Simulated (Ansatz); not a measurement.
Theory: Ansatz, DFT PBE, scalar-relativistic, plane waves, PAW. Settings: cutoff 420 eV, Γ-centred meshes spaced at most about 0.3 Å⁻¹, and about 0.25 Å⁻¹ or finer for metals (2π included), Gaussian smearing. No spin polarisation in the final relaxations.

All energies are static (0 K, no zero-point motion).

Compare these two cells of Li, each relaxed at this level.

A.

```
Li
1.0
     2.73240    0.00000    0.00000
     0.00000    2.73240    0.00000
     0.00000    0.00000    2.73240
Li
1
Direct
  0.00000 0.00000 0.00000
```

B.

```
Li
1.0
    -1.53764    1.53764    2.13605
     1.53764   -1.53764    2.13605
     1.53764    1.53764   -2.13605
Li
1
Direct
  0.50000 0.50000 0.00000
```

**Question.** Which is lower in energy, and by how much?

**Answer.** B is lower, by 122 meV/atom. A has the simple cubic type, space group Pm-3m (No. 221), 20.4 Å³/atom and no gap on its mesh; B has the indium (bct) type, space group I4/mmm (No. 139), 20.2 Å³/atom and no gap. Counting all near atoms (those within 1.25 times the shortest distance at each site), A has Li 6 and B has Li 12. Both come from invented guesses. The part of the Crystallography Open Database at hand lists Li in space groups No. 166, 191, 194, 225, 229; no cell shown has one of them.

Cells relaxed within their symmetry can be saddle points.
